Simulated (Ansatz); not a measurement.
Al:

```
Al
1.0
    -1.59122    1.59122    1.59122
     1.59122   -1.59122    1.59122
     1.59122    1.59122   -1.59122
Al
1
Direct
  0.00000 0.00000 0.00000
```

This isn't the form of Al at room conditions, which is fcc.

```yaml
Program: Ansatz 0.2.0
Task: relaxation of cell and atoms
Functional: HSE03
Potentials_or_basis: SG15 NC
Cutoff: 816 eV
Density_cutoff: 3265 eV
k_mesh: 8 × 8 × 8
Occupations: fermi-dirac, width 0.025 eV
Spin: no spin polarisation
```

At the start: volume 16.12 Å³/atom.

Task: Where does the relaxation end?

Result: It ends after 7 steps and the volume is 17.12 Å³/atom (+6.3 %); space group Im-3m (No. 229, to 0.05 Å).

Step by step:
| step | energy change (eV) | largest force (eV/Å) | volume (Å³) |
| --- | --- | --- | --- |
| 1 | 0.0000 | 0.0000 | 16.12 |
| 2 | -0.0033 | 0.0000 | 17.09 |
| 3 | -0.0043 | 0.0000 | 17.00 |
| 4 | -0.0140 | 0.0000 | 17.00 |
| 5 | -0.0132 | 0.0000 | 17.11 |
| 6 | -0.0131 | 0.0000 | 17.12 |
| 7 | -0.0144 | 0.0000 | 17.12 |

Final structure:
```cif
data_structure
_symmetry_space_group_name_H-M 'P 1'
_symmetry_Int_Tables_number 1
_cell_length_a 2.8123
_cell_length_b 2.8123
_cell_length_c 2.8123
_cell_angle_alpha 109.471
_cell_angle_beta 109.471
_cell_angle_gamma 109.471
_cell_volume 17.12
loop_
_atom_site_label
_atom_site_type_symbol
_atom_site_fract_x
_atom_site_fract_y
_atom_site_fract_z
_atom_site_occupancy
Al1 Al 0.00000 0.00000 0.00000 1
```

Caveat: the plane-wave basis is chosen anew once the cell has moved, so the energies of steps on either side of that aren't comparable; the pressure holds a Pulay correction of +1.4 GPa for the finite cutoff; the potentials were made for another functional, which shifts forces and pressure.
